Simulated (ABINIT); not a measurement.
Here is an ABINIT 10.8.3 (patched build) calculation.

The input run.abi:

```
# Pseudopotentials
pp_dirpath "./"
pseudos "Si.upf, Mg.upf"

# Structure
acell 3*1.0 Angstrom
rprim
     2.9083940000     0.0000000000     0.0000000000
     0.0000000000     2.9083940000     0.0000000000
     0.0000000000     0.0000000000     4.1034270000
ntypat 2
znucl 14 12
natom 2
typat 1 2
xcart
     1.4541970000     1.4541970000     2.0517135000
     0.0000000000     0.0000000000     0.0000000000 Angstrom

# Plane-wave basis
ecut 40.0

# k points
kptopt 1
ngkpt 7 7 5
nshiftk 1
shiftk 0.0 0.0 0.0

# Exchange and correlation
ixc 7

# Bands and occupations
nband 11
occopt 3
tsmear 0.00183747

# SCF cycle
nstep 100
tolvrs 1.0e-10

# Output
iomode 3
prtwf 0
prtden 0
prteig 0
prtebands 0
enunit 1
```

Potentials or basis: PseudoDojo NC SR LDA v0.4.1 standard.

Run with:

```bash
$ abinit run.abi > log 2>&1
```

Task: Predict the pressure.

Result: -3.9 GPa.

Task: Estimate the band gap on the k mesh.

Result: None (metal or under the smearing width).

Stress tensor (GPa, compression positive):
```
-4.80  0.00  0.00
 0.00 -4.80  0.00
 0.00  0.00 -2.17
```
